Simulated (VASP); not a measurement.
# Hf7S (Fm-3m) in VASP: a series of runs, part 2 of 2

VASP 6.6.1. The steps go on from the part before.

### Step 3. Single point, PBE (species swapped into the SbPt7 type (Fm-3m, No. 225))

INCAR reads:

```
ALGO     = Normal         # electronic algorithm
EDIFF    = 1E-6           # SCF threshold, eV
ENCUT    = 520            # plane-wave cutoff, eV
GGA      = PE             # functional
ISIF     = 2              # what is computed and relaxed
ISMEAR   = 0              # smearing method
LASPH    = True           # aspherical terms in the spheres
LCHARG   = False          # write CHGCAR
LREAL    = False          # projectors in reciprocal space
LWAVE    = False          # write WAVECAR
NBANDS   = 48             # bands
NELM     = 60             # most SCF steps
PREC     = Accurate       # precision mode
SIGMA    = 0.1            # smearing width, eV
```

KPOINTS reads:

```
k-points
0
Gamma
  4 4 4
```

POSCAR reads:

```
Hf7S
1.0
    0.0000000000      4.3908687755      4.3908687755
    4.3908687755      0.0000000000      4.3908687755
    4.3908687755      4.3908687755      0.0000000000
Hf S
7 1
Direct
    0.5000000000      0.5000000000      0.5000000000
    0.0000000000      0.5000000000      0.0000000000
    0.5000000000      0.0000000000      0.0000000000
    0.0000000000      0.5000000000      0.5000000000
    0.5000000000      0.0000000000      0.5000000000
    0.0000000000      0.0000000000      0.5000000000
    0.5000000000      0.5000000000      0.0000000000
    0.0000000000      0.0000000000      0.0000000000
```

Potentials or basis: VASP PAW PBE potentials, release 64 (Hf_pv, S).

On the command line:

```bash
$ cat potpaw_PBE.64/Hf_pv/POTCAR potpaw_PBE.64/S/POTCAR > POTCAR
$ mpirun -np 1 vasp_std > vasp.out
```

OUTCAR:

```text
EDIFF = 1E-6
   ENCUT = 520
   GGA = PE
   ISIF = 2
   ISMEAR = 0
   LASPH = True
   LREAL = False
   NELM = 60
   PREC = Accurate

 ion  position               nearest neighbor table
   1  0.500  0.500  0.500-   4 3.10   5 3.10   7 3.10   2 3.10   3 3.10   7 3.10   3 3.10   5 3.10
                             6 3.10   2 3.10   4 3.10   6 3.10
   2  0.000  0.500  0.000-   4 3.10   7 3.10   8 3.10   1 3.10   4 3.10   6 3.10   3 3.10   6 3.10
                             8 3.10   1 3.10   3 3.10   7 3.10
   3  0.500  0.000  0.000-   5 3.10   7 3.10   8 3.10   1 3.10   5 3.10   6 3.10   1 3.10   2 3.10
                             7 3.10   2 3.10   6 3.10   8 3.10
   4  0.000  0.500  0.500-   1 3.10   2 3.10   6 3.10   2 3.10   7 3.10   8 3.10   5 3.10   6 3.10
                             8 3.10   1 3.10   5 3.10   7 3.10
   5  0.500  0.000  0.500-   1 3.10   3 3.10   6 3.10   3 3.10   7 3.10   8 3.10   1 3.10   4 3.10
                             7 3.10   4 3.10   6 3.10   8 3.10
   6  0.000  0.000  0.500-   4 3.10   5 3.10   8 3.10   2 3.10   3 3.10   8 3.10   1 3.10   2 3.10
                             4 3.10   1 3.10   3 3.10   5 3.10
   7  0.500  0.500  0.000-   1 3.10   2 3.10   3 3.10   1 3.10   4 3.10   5 3.10   3 3.10   5 3.10
                             8 3.10   2 3.10   4 3.10   8 3.10
   8  0.000  0.000  0.000-   2 3.10   3 3.10   6 3.10   4 3.10   5 3.10   6 3.10   2 3.10   4 3.10
                             7 3.10   3 3.10   5 3.10   7 3.10

  LATTYP: Found a face centered cubic cell.
 ALAT       =     8.7817375510

  Lattice vectors:

 A1 = (   0.0000000000,   4.3908687755,   4.3908687755)
 A2 = (   4.3908687755,   0.0000000000,   4.3908687755)
 A3 = (   4.3908687755,   4.3908687755,   0.0000000000)

Analysis of symmetry for initial positions (statically):
=====================================================================
 Subroutine PRICEL returns:
 Original cell was already a primitive cell.

 Routine SETGRP: Setting up the symmetry group for a
 face centered cubic supercell.

 Subroutine GETGRP returns: Found 48 space group operations
[... 138 lines left out ...]
   LHFCALC =     F    Hartree Fock is set to
   AEXX    =    0.0000 exact exchange contribution
   IVDW    =     0    specifies the selected vdW correction
   LEPSILON=     F    determine dielectric tensor
   LRPA    =     F    only Hartree local field effects (RPA)
 non-spin polarized calculation
 Gauss-broadening in eV      SIGMA  =   0.10
  energy-cutoff  :      520.00
  volume of cell :      169.31
 maximum number of plane-waves:      4584
 NGX is ok and might be reduce to    48
   NGX = 23   NGY = 23   NGZ = 23

 number of electron      76.0000009 magnetization

 Free energy of the ion-electron system (eV)
  ---------------------------------------------------
  ext. energy  EPLUGINS =         0.00000000
  ---------------------------------------------------
  free energy    TOTEN  =       -73.65053135 eV

  energy without entropy =      -73.61939922  energy(sigma->0) =      -73.63496529

 E-fermi :   5.2836     XC(G=0): -11.3320

 val. band max:        5.2114116466   @ k =   0.5000   0.2500   0.0000
 cond. band min:       5.3257318575   @ k =   0.2500   0.0000   0.0000
 fundamental gap:      0.1143202108
 Fermi energy:         5.2835948866

 k-point     1 :       0.0000    0.0000    0.0000
  band No.  band energies     occupation
      1     -25.5984      2.00000
      2     -25.5639      2.00000
      3     -25.5639      2.00000
      4     -25.5639      2.00000
      5     -25.5215      2.00000
      6     -25.5215      2.00000
[... 397 lines left out ...]
     47       7.9902      0.00000
     48       7.9911      0.00000

------------------------ aborting loop because EDIFF is reached ----------------------------------------

  FORCE on cell =-STRESS in cart. coord.  units (eV):
  Direction    XX          YY          ZZ          XY          YZ          ZX
  --------------------------------------------------------------------------------------
  -------------------------------------------------------------------------------------
  Total       -0.4979416     -0.4979416     -0.4979416      0.0000000     -0.0000000     -0.0000000
  in kB       -4.7120251     -4.7120251     -4.7120251      0.0000000     -0.0000000     -0.0000000
  external PRESSURE =      -4.7120251 kB  Pullay stress =       0.0000000 kB

 VOLUME and BASIS-vectors are now :
 -----------------------------------------------------------------------------
  energy-cutoff  :      520.00
  volume of cell :      169.31
      direct lattice vectors                 reciprocal lattice vectors
     0.000000000  4.390868776  4.390868776    -0.113872681  0.113872681  0.113872681
     4.390868776  0.000000000  4.390868776     0.113872681 -0.113872681  0.113872681
     4.390868776  4.390868776  0.000000000     0.113872681  0.113872681 -0.113872681

 POSITION                                       TOTAL-FORCE (eV/Angst)
 -----------------------------------------------------------------------------------
      4.39087      4.39087      4.39087        -0.000000     -0.000000     -0.000000
      2.19543      0.00000      2.19543         0.000000      0.000000      0.000000
      0.00000      2.19543      2.19543        -0.000000      0.000000      0.000000
      4.39087      2.19543      2.19543         0.000000      0.000000     -0.000000
      2.19543      4.39087      2.19543        -0.000000      0.000000     -0.000000
      2.19543      2.19543      0.00000         0.000000     -0.000000      0.000000
      2.19543      2.19543      4.39087         0.000000      0.000000      0.000000
      0.00000      0.00000      0.00000         0.000000      0.000000      0.000000
 -----------------------------------------------------------------------------------
    total drift:                                0.000000      0.000000      0.000000

  FREE ENERGIE OF THE ION-ELECTRON SYSTEM (eV)
  ---------------------------------------------------
  free  energy   TOTEN  =       -73.6505313498 eV

  energy  without entropy=      -73.6193992246  energy(sigma->0) =      -73.63496529
```

stdout:

```text
POSCAR found type information on POSCAR HfS
 POSCAR found :  2 types and       8 ions
 scaLAPACK will be used
 LDA part: xc-table for (Slater+PW92), standard interpolation
 POSCAR, INCAR and KPOINTS ok, starting setup
 FFT: planning ... GRIDC
 FFT: planning ... GRID_SOFT
 FFT: planning ... GRID
 WAVECAR not read
 entering main loop
```

Wall time 67 s (1 thread of Intel Xeon Platinum 8375C at 2.90GHz (Ice Lake), shared host); peak memory 0.33 GiB.

Results:

* Free energy: -73.6505 eV
* Pressure: -0.5 GPa
* Band gap on the k mesh: none (metal or under the smearing width)

Spin-orbit coupling is left out, which matters for the levels of Hf.
